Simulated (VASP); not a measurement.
# CdIn2O4: relaxation of cell and atoms with PBEsol

The system is CdIn2O4.

```
Cd In O
1.0
     0.00000    4.58300    4.58300
     4.58300    0.00000    4.58300
     4.58300    4.58300    0.00000
Cd In O
2 4 8
Direct
  0.00000 0.00000 0.00000
  0.25000 0.25000 0.25000
  0.62500 0.62500 0.62500
  0.12500 0.62500 0.62500
  0.62500 0.62500 0.12500
  0.62500 0.12500 0.62500
  0.86500 0.86500 0.86500
  0.84500 0.38500 0.38500
  0.86500 0.86500 0.40500
  0.38500 0.84500 0.38500
  0.40500 0.86500 0.86500
  0.38500 0.38500 0.38500
  0.86500 0.40500 0.86500
  0.38500 0.38500 0.84500
```

* Program: VASP 6.6.1
* Task: relaxation of cell and atoms
* Functional: PBEsol
* Potentials or basis: VASP PAW PBE potentials, release 64 (Cd, In_d, O)
* Cutoff: 600 eV
* k mesh: 6 × 6 × 6
* Occupations: gaussian, width 0.03 eV
* Spin: no spin polarisation
* Further INCAR settings: ALGO = Normal; EDIFF = 1e-06; IBRION = 2; EDIFFG = -0.01; NSW = 90; ISIF = 3

| Property | Result |
| --- | --- |
| Relaxed volume | 13.93 Å³/atom |
| Relaxed cell | a = 6.510 Å, b = 6.510 Å, c = 6.510 Å, α = 60.00°, β = 60.00°, γ = 60.00° |
| Space group after relaxing (to 0.05 Å) | Fd-3m (No. 227) |
| Energy gained by relaxing | 12.5 meV/atom |
| Ionic steps | 5 |
| Pressure after relaxing | 0.0 GPa |
| Band gap on the k mesh | 0.95 eV, indirect (least direct gap 1.01 eV) |

Step by step:
| step | energy change (eV) | largest force (eV/Å) | pressure (GPa) | volume (Å³) |
| --- | --- | --- | --- | --- |
| 1 | 0.0000 | 0.9256 | 0.92 | 192.52 |
| 2 | -0.1746 | 0.0262 | 0.20 | 194.73 |
| 3 | -0.1749 | 0.0081 | 0.17 | 194.81 |
| 4 | -0.1749 | 0.0083 | -0.15 | 195.24 |
| 5 | -0.1750 | 0.0015 | 0.00 | 195.04 |

Final structure:
```yaml
crystal:
  lattice:
    - [0.00000, 4.60293, 4.60293]
    - [4.60293, 0.00000, 4.60293]
    - [4.60293, 4.60293, 0.00000]
  atoms:
    - { symbol: Cd, position: [0.00000, 0.00000, 0.00000] }
    - { symbol: Cd, position: [0.25000, 0.25000, 0.25000] }
    - { symbol: In, position: [0.62500, 0.62500, 0.62500] }
    - { symbol: In, position: [0.12500, 0.62500, 0.62500] }
    - { symbol: In, position: [0.62500, 0.62500, 0.12500] }
    - { symbol: In, position: [0.62500, 0.12500, 0.62500] }
    - { symbol: O, position: [0.86209, 0.86209, 0.86209] }
    - { symbol: O, position: [0.83626, 0.38791, 0.38791] }
    - { symbol: O, position: [0.86209, 0.86209, 0.41374] }
    - { symbol: O, position: [0.38791, 0.83626, 0.38791] }
    - { symbol: O, position: [0.41374, 0.86209, 0.86209] }
    - { symbol: O, position: [0.38791, 0.38791, 0.38791] }
    - { symbol: O, position: [0.86209, 0.41374, 0.86209] }
    - { symbol: O, position: [0.38791, 0.38791, 0.83626] }
```

Levels at points of the mesh, in eV from the valence-band top:
| k point | band 58 | band 59 | band 60 | band 61 | band 62 | band 63 | band 64 | band 65 | band 66 | band 67 |
| --- | --- | --- | --- | --- | --- | --- | --- | --- | --- | --- |
| (0.00, 0.00, 0.00) | -0.10 | -0.10 | -0.10 | -0.06 | -0.06 | 0.95 | 4.96 | 5.60 | 5.60 | 5.60 |
| (0.50, 0.00, 0.00) | -0.34 | -0.31 | -0.31 | 0.00 | 0.00 | 3.66 | 3.85 | 5.89 | 6.50 | 6.52 |
| (0.50, 0.50, 0.00) | -0.71 | -0.21 | -0.21 | -0.08 | -0.08 | 4.47 | 4.47 | 5.96 | 5.96 | 6.52 |

Wall time 4.6 min on 4 MPI ranks on Intel(R) Xeon(R) 6975P-C (Granite Rapids), on a shared host, peak memory 0.58 GiB a rank.

Caveat: the PAW data sets were made with another functional, which shifts forces and pressure a little; spin-orbit coupling is left out, which moves the levels of the heavy elements. Zero-point motion and thermal expansion aren't in these numbers.
